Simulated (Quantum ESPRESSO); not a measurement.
Input of a Quantum ESPRESSO 7.5 run:

The input pw.in:

```
&CONTROL
  calculation = 'scf'
  prefix = 'pwscf'
  outdir = './tmp'
  pseudo_dir = './pseudo'
  tprnfor = .true.
  tstress = .true.
  disk_io = 'low'
/
&SYSTEM
  ibrav = 0
  celldm(1) = 8
  nat = 6
  ntyp = 2
  ecutwfc = 84
  nbnd = 36
  occupations = 'smearing'
  smearing = 'fd'
  degauss = 0.00367493
/
&ELECTRONS
  conv_thr = 1.2d-09
  electron_maxstep = 120
  mixing_beta = 0.5
/
ATOMIC_SPECIES
Sn   118.7100 Sn.upf
O     15.9990 O.upf
CELL_PARAMETERS alat
  1.1191902973096   0.0000000000000   0.0000000000000
  0.0000000000000   1.1191902973096   0.0000000000000
  0.0000000000000   0.0000000000000   0.7527015370150
ATOMIC_POSITIONS crystal
Sn     0.5000000000    0.5000000000    0.5000000000
Sn     0.0000000000    0.0000000000    0.0000000000
O      0.8071000000    0.1929000000    0.5000000000
O      0.6929000000    0.6929000000    0.0000000000
O      0.1929000000    0.8071000000    0.5000000000
O      0.3071000000    0.3071000000    0.0000000000
K_POINTS automatic
5 5 7 0 0 0
```

The input nscf.in:

```
&CONTROL
  calculation = 'nscf'
  prefix = 'pwscf'
  outdir = './tmp'
  pseudo_dir = './pseudo'
  disk_io = 'low'
/
&SYSTEM
  ibrav = 0
  celldm(1) = 8
  nat = 6
  ntyp = 2
  ecutwfc = 84
  nbnd = 28
  occupations = 'smearing'
  smearing = 'fd'
  degauss = 0.00367493
  nosym = .true.
  noinv = .true.
/
&ELECTRONS
  conv_thr = 1d-09
  electron_maxstep = 120
  mixing_beta = 0.5
  diago_full_acc = .true.
  startingwfc = 'random'
/
ATOMIC_SPECIES
Sn   118.7100 Sn.upf
O     15.9990 O.upf
CELL_PARAMETERS alat
  1.1191902973096   0.0000000000000   0.0000000000000
  0.0000000000000   1.1191902973096   0.0000000000000
  0.0000000000000   0.0000000000000   0.7527015370150
ATOMIC_POSITIONS crystal
Sn     0.5000000000    0.5000000000    0.5000000000
Sn     0.0000000000    0.0000000000    0.0000000000
O      0.8071000000    0.1929000000    0.5000000000
O      0.6929000000    0.6929000000    0.0000000000
O      0.1929000000    0.8071000000    0.5000000000
O      0.3071000000    0.3071000000    0.0000000000
K_POINTS crystal
12
  0.00000000   0.00000000   0.00000000 8.33333333e-02
  0.00000000   0.00000000   0.33333333 8.33333333e-02
  0.00000000   0.00000000   0.66666667 8.33333333e-02
  0.00000000   0.50000000   0.00000000 8.33333333e-02
  0.00000000   0.50000000   0.33333333 8.33333333e-02
  0.00000000   0.50000000   0.66666667 8.33333333e-02
  0.50000000   0.00000000   0.00000000 8.33333333e-02
  0.50000000   0.00000000   0.33333333 8.33333333e-02
  0.50000000   0.00000000   0.66666667 8.33333333e-02
  0.50000000   0.50000000   0.00000000 8.33333333e-02
  0.50000000   0.50000000   0.33333333 8.33333333e-02
  0.50000000   0.50000000   0.66666667 8.33333333e-02
```

pw2wan.in

```
&INPUTPP
  prefix = 'pwscf'
  outdir = './tmp'
  seedname = 'w'
  write_mmn = .true.
  write_amn = .true.
  scdm_proj = .true.
  scdm_entanglement = 'isolated'
/
```

Contents of bands.in:

```
&CONTROL
  calculation = 'bands'
  prefix = 'pwscf'
  outdir = './tmp'
  pseudo_dir = './pseudo'
  disk_io = 'low'
/
&SYSTEM
  ibrav = 0
  celldm(1) = 8
  nat = 6
  ntyp = 2
  ecutwfc = 84
  nbnd = 28
  occupations = 'smearing'
  smearing = 'fd'
  degauss = 0.00367493
/
&ELECTRONS
  conv_thr = 1d-08
  electron_maxstep = 120
  mixing_beta = 0.5
  diago_full_acc = .true.
  startingwfc = 'random'
/
ATOMIC_SPECIES
Sn   118.7100 Sn.upf
O     15.9990 O.upf
CELL_PARAMETERS alat
  1.1191902973096   0.0000000000000   0.0000000000000
  0.0000000000000   1.1191902973096   0.0000000000000
  0.0000000000000   0.0000000000000   0.7527015370150
ATOMIC_POSITIONS crystal
Sn     0.5000000000    0.5000000000    0.5000000000
Sn     0.0000000000    0.0000000000    0.0000000000
O      0.8071000000    0.1929000000    0.5000000000
O      0.6929000000    0.6929000000    0.0000000000
O      0.1929000000    0.8071000000    0.5000000000
O      0.3071000000    0.3071000000    0.0000000000
K_POINTS crystal
104
  0.00000000   0.00000000   0.00000000 1
  0.00000000   0.05555600   0.00000000 1
  0.00000000   0.11111100   0.00000000 1
  0.00000000   0.16666700   0.00000000 1
  0.00000000   0.22222200   0.00000000 1
  0.00000000   0.27777800   0.00000000 1
  0.00000000   0.33333300   0.00000000 1
  0.00000000   0.38888900   0.00000000 1
  0.00000000   0.44444400   0.00000000 1
  0.00000000   0.50000000   0.00000000 1
  0.05555600   0.50000000   0.00000000 1
  0.11111100   0.50000000   0.00000000 1
  0.16666700   0.50000000   0.00000000 1
  0.22222200   0.50000000   0.00000000 1
  0.27777800   0.50000000   0.00000000 1
  0.33333300   0.50000000   0.00000000 1
  0.38888900   0.50000000   0.00000000 1
  0.44444400   0.50000000   0.00000000 1
  0.50000000   0.50000000   0.00000000 1
  0.46153800   0.46153800   0.00000000 1
  0.42307700   0.42307700   0.00000000 1
  0.38461500   0.38461500   0.00000000 1
  0.34615400   0.34615400   0.00000000 1
  0.30769200   0.30769200   0.00000000 1
  0.26923100   0.26923100   0.00000000 1
  0.23076900   0.23076900   0.00000000 1
  0.19230800   0.19230800   0.00000000 1
  0.15384600   0.15384600   0.00000000 1
  0.11538500   0.11538500   0.00000000 1
  0.07692300   0.07692300   0.00000000 1
  0.03846200   0.03846200   0.00000000 1
  0.00000000   0.00000000   0.00000000 1
  0.00000000   0.00000000   0.03846200 1
  0.00000000   0.00000000   0.07692300 1
  0.00000000   0.00000000   0.11538500 1
  0.00000000   0.00000000   0.15384600 1
  0.00000000   0.00000000   0.19230800 1
  0.00000000   0.00000000   0.23076900 1
  0.00000000   0.00000000   0.26923100 1
  0.00000000   0.00000000   0.30769200 1
  0.00000000   0.00000000   0.34615400 1
  0.00000000   0.00000000   0.38461500 1
  0.00000000   0.00000000   0.42307700 1
  0.00000000   0.00000000   0.46153800 1
  0.00000000   0.00000000   0.50000000 1
  0.00000000   0.05555600   0.50000000 1
  0.00000000   0.11111100   0.50000000 1
  0.00000000   0.16666700   0.50000000 1
  0.00000000   0.22222200   0.50000000 1
  0.00000000   0.27777800   0.50000000 1
  0.00000000   0.33333300   0.50000000 1
  0.00000000   0.38888900   0.50000000 1
  0.00000000   0.44444400   0.50000000 1
  0.00000000   0.50000000   0.50000000 1
  0.05555600   0.50000000   0.50000000 1
  0.11111100   0.50000000   0.50000000 1
  0.16666700   0.50000000   0.50000000 1
  0.22222200   0.50000000   0.50000000 1
  0.27777800   0.50000000   0.50000000 1
  0.33333300   0.50000000   0.50000000 1
  0.38888900   0.50000000   0.50000000 1
  0.44444400   0.50000000   0.50000000 1
  0.50000000   0.50000000   0.50000000 1
  0.46153800   0.46153800   0.50000000 1
  0.42307700   0.42307700   0.50000000 1
  0.38461500   0.38461500   0.50000000 1
  0.34615400   0.34615400   0.50000000 1
  0.30769200   0.30769200   0.50000000 1
  0.26923100   0.26923100   0.50000000 1
  0.23076900   0.23076900   0.50000000 1
  0.19230800   0.19230800   0.50000000 1
  0.15384600   0.15384600   0.50000000 1
  0.11538500   0.11538500   0.50000000 1
  0.07692300   0.07692300   0.50000000 1
  0.03846200   0.03846200   0.50000000 1
  0.00000000   0.00000000   0.50000000 1
  0.00000000   0.50000000   0.00000000 1
  0.00000000   0.50000000   0.03846200 1
  0.00000000   0.50000000   0.07692300 1
  0.00000000   0.50000000   0.11538500 1
  0.00000000   0.50000000   0.15384600 1
  0.00000000   0.50000000   0.19230800 1
  0.00000000   0.50000000   0.23076900 1
  0.00000000   0.50000000   0.26923100 1
  0.00000000   0.50000000   0.30769200 1
  0.00000000   0.50000000   0.34615400 1
  0.00000000   0.50000000   0.38461500 1
  0.00000000   0.50000000   0.42307700 1
  0.00000000   0.50000000   0.46153800 1
  0.00000000   0.50000000   0.50000000 1
  0.50000000   0.50000000   0.00000000 1
  0.50000000   0.50000000   0.03846200 1
  0.50000000   0.50000000   0.07692300 1
  0.50000000   0.50000000   0.11538500 1
  0.50000000   0.50000000   0.15384600 1
  0.50000000   0.50000000   0.19230800 1
  0.50000000   0.50000000   0.23076900 1
  0.50000000   0.50000000   0.26923100 1
  0.50000000   0.50000000   0.30769200 1
  0.50000000   0.50000000   0.34615400 1
  0.50000000   0.50000000   0.38461500 1
  0.50000000   0.50000000   0.42307700 1
  0.50000000   0.50000000   0.46153800 1
  0.50000000   0.50000000   0.50000000 1
```

The input w.win:

```
num_wann = 26
num_bands = 26
auto_projections = true
num_iter = 1200
search_shells = 100
kmesh_tol = 1.0d-4
conv_tol = 1.0d-8
conv_window = 4
num_print_cycles = 200
fermi_energy = 10.2464
bands_plot = true
write_hr = true
mp_grid = 2 2 3
exclude_bands = 27-28
begin unit_cell_cart
ang
  4.7380000000   0.0000000000   0.0000000000
  0.0000000000   4.7380000000   0.0000000000
  0.0000000000   0.0000000000   3.1865000000
end unit_cell_cart
begin atoms_frac
Sn   0.5000000000   0.5000000000   0.5000000000
Sn   0.0000000000   0.0000000000   0.0000000000
O    0.8071000000   0.1929000000   0.5000000000
O    0.6929000000   0.6929000000   0.0000000000
O    0.1929000000   0.8071000000   0.5000000000
O    0.3071000000   0.3071000000   0.0000000000
end atoms_frac
begin kpoint_path
G   0.0000000000   0.0000000000   0.0000000000  X   0.0000000000   0.5000000000   0.0000000000
X   0.0000000000   0.5000000000   0.0000000000  M   0.5000000000   0.5000000000   0.0000000000
M   0.5000000000   0.5000000000   0.0000000000  G   0.0000000000   0.0000000000   0.0000000000
G   0.0000000000   0.0000000000   0.0000000000  Z   0.0000000000   0.0000000000   0.5000000000
Z   0.0000000000   0.0000000000   0.5000000000  R   0.0000000000   0.5000000000   0.5000000000
R   0.0000000000   0.5000000000   0.5000000000  A   0.5000000000   0.5000000000   0.5000000000
A   0.5000000000   0.5000000000   0.5000000000  Z   0.0000000000   0.0000000000   0.5000000000
X   0.0000000000   0.5000000000   0.0000000000  R   0.0000000000   0.5000000000   0.5000000000
M   0.5000000000   0.5000000000   0.0000000000  A   0.5000000000   0.5000000000   0.5000000000
end kpoint_path
bands_num_points = 9
begin kpoints
  0.00000000   0.00000000   0.00000000
  0.00000000   0.00000000   0.33333333
  0.00000000   0.00000000   0.66666667
  0.00000000   0.50000000   0.00000000
  0.00000000   0.50000000   0.33333333
  0.00000000   0.50000000   0.66666667
  0.50000000   0.00000000   0.00000000
  0.50000000   0.00000000   0.33333333
  0.50000000   0.00000000   0.66666667
  0.50000000   0.50000000   0.00000000
  0.50000000   0.50000000   0.33333333
  0.50000000   0.50000000   0.66666667
end kpoints
```

Potentials or basis: PseudoDojo 0.4.1 SR PBEsol standard.

The run is started by

```bash
$ OMP_NUM_THREADS=1 pw.x -in pw.in > pw.out
$ OMP_NUM_THREADS=1 pw.x -in nscf.in > nscf.out
$ wannier90.x -pp w
$ OMP_NUM_THREADS=1 pw2wannier90.x -in pw2wan.in > pw2wan.out
$ wannier90.x w
$ OMP_NUM_THREADS=1 pw.x -in bands.in > bands.out
```

Question: What does it give for the total Wannier spread?

Answer: 14.87 Å² over 26 functions.

Question: What does it give for the RMS miss of the Wannier bands?

Answer: 0.043 eV.

Question: Predict the band gap along the path.

Answer: 1.16 eV, direct.

Question: What does it give for the largest force?

Answer: 0.218 eV/Å.

Question: Predict the pressure.

Answer: 6.0 GPa.

Stress tensor (GPa, compression positive):
```
5.14 0.00 0.00
0.00 5.14 0.00
0.00 0.00 7.75
```

Caveat: spin-orbit coupling is left out, which moves the levels of the heavy elements; the Wannier minimisation didn't converge. A hybrid or GW would open this gap; PBEsol tends to underestimate it.
